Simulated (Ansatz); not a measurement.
# CaF2 (Fluorite) under changes of volume

One of the cells (13.579 Å³/atom); the others are scaled copies at fixed shape and fractional positions:

```
Ca F
1.0
     0.00000    2.73100    2.73100
     2.73100    0.00000    2.73100
     2.73100    2.73100    0.00000
Ca F
1 2
Direct
  0.00000 0.00000 0.00000
  0.75000 0.75000 0.75000
  0.25000 0.25000 0.25000
```

```yaml
Program: Ansatz 0.2.0
Functional: PBE
Dispersion: D4
Potentials_or_basis: Ansatz PAW
Cutoff: "420 eV (not typed: the program's choice for these potentials)"
k_mesh: 8 × 8 × 8
Occupations: fermi-dirac, width 0.05 eV
Spin: no spin polarisation
```

```csv
volume (Å³/atom),energy over the lowest point (meV/atom),pressure (GPa),gap on the mesh (eV)
12.764,19.32,6.9,7.68
13.036,9.56,4.7,7.55
13.308,3.22,2.7,7.42
13.579,0.18,0.9,7.30
13.851,0.00,-0.7,7.18
14.122,2.36,-2.1,7.07
14.394,?,?,?
```

What does the run at 14.394 Å³/atom give?

Energy over the lowest point 7.00 meV/atom; pressure -3.4 GPa; gap on the mesh 6.96 eV.

Worked out: A Birch-Murnaghan fit of order 3 (a polynomial in V^(-2/3)) to the other rows has its minimum at 13.73 Å³/atom with B0 = V·E''(V) = 81 GPa and B' = 4.1. It gives 7.12 meV/atom at 14.394 Å³/atom, against the run's 7.00, and -dE/dV = -3.5 GPa, against -3.4. A straight line through the other rows of the gap, of slope -6.05 eV per unit of ln V, extrapolates to 6.95 eV, against the run's 6.96.

Energies are extrapolated to zero smearing.

A mesh can miss the band edges.
